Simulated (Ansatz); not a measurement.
## CdSe: energy less free atoms and pressure against volume per atom

Periodic Kohn-Sham DFT of a crystal at fixed atoms; pressure and stress are positive in compression; the energy is the free energy less that of spherical unpolarised free atoms; site moments are those in the method's own spheres, positive along +z. The results are calculated, by Ansatz 0.2.0.

Cell of the first row (space group F-43m, No. 216):
```
CdSe
1.0
      0.0000     3.0076     3.0076
      3.0076     0.0000     3.0076
      3.0076     3.0076     0.0000
Cd Se
1 1
Direct
  0.00000 0.00000 0.00000
  0.25000 0.25000 0.25000
```

Settings of every row: method all-electron LAPW; functional LDA; relativity scalar; k mesh 8x8x8; filling fermi-dirac; smearing width 0.03 eV; basis error target 1 meV/atom; nucleus gaussian.

Atom start moment: 0 on all atoms.

Limits: small gap, it may come from the mesh.

| row | volume per atom (Å³) | energy less free atoms (eV/atom) | pressure (GPa) |
| --- | --- | --- | --- |
| 1 | 27.206 | -3.3871 | -0.198 |
| 2 | 27.22 | -3.3871 | -0.228 |
| 3 | 27.784 | ? | ? |
| 4 | 28.363 | -3.3775 | -2.353 |
| 5 | 28.653 | -3.3729 | -2.814 |
| 6 | 28.942 | -3.3674 | -3.248 |
| 7 | 29.232 | -3.3611 | -3.657 |
| 8 | 29.521 | -3.3542 | -4.04 |
| 9 | 30.1 | -3.3383 | -4.74 |
| 10 | 30.679 | -3.32 | -5.356 |

Question: what energy less free atoms and pressure should row 3 give?

Worked fit of energy less free atoms. Take u = (V_r/V)^(2/3) − 1 with V_r = 28.942 Å³ an atom, which is twice the finite (Eulerian) strain; such expansions in the strain, on which the Birch-Murnaghan equation of state is built, carry the rest volume and the bulk modulus. The shown rows have u = 0.0421, 0.04174, 0.01356, 0.00671, 0, -0.00662, -0.01312, -0.02582, -0.03811. Least squares give energy less free atoms = −3.36739 − 0.8758 × u + 9.669 × u² eV/atom; a straight line predicts inner rows, each left out in turn, worse (root mean square 0.0068 against 5.1e-05 eV/atom). The rows lie off it by 0.0000, 0.0000, 0.0000, -0.0001, 0.0000, 0.0001, 0.0000, 0.0000, 0.0000. The withheld row has u = 0.0276, so the fit gives −3.36739 − 0.8758 × (0.0276) + 9.669 × (0.0276)² = -3.3842 eV/atom.

The calculation gave -3.3842 eV/atom. The fit meets it to the printed digit.

Worked fit of pressure. Take u = (V_r/V)^(2/3) − 1 with V_r = 28.942 Å³ an atom, which is twice the finite (Eulerian) strain; such expansions in the strain, on which the Birch-Murnaghan equation of state is built, carry the rest volume and the bulk modulus. The shown rows have u = 0.0421, 0.04174, 0.01356, 0.00671, 0, -0.00662, -0.01312, -0.02582, -0.03811. Least squares give pressure = −3.248 + 63.133 × u + 212.73 × u² + 199 × u³ GPa; a parabola predicts inner rows, each left out in turn, worse (root mean square 0.0028 against 0.00073 GPa). The rows lie off it by 0.000, 0.000, -0.001, 0.001, 0.000, 0.000, 0.000, 0.000, 0.000. The withheld row has u = 0.0276, so the fit gives −3.248 + 63.133 × (0.0276) + 212.73 × (0.0276)² + 199 × (0.0276)³ = -1.339 GPa.

The calculation gave -1.341 GPa. The fit lies 0.002 GPa (0.039 % of the column's range) above it; its largest miss of a shown row is 0.001 GPa.
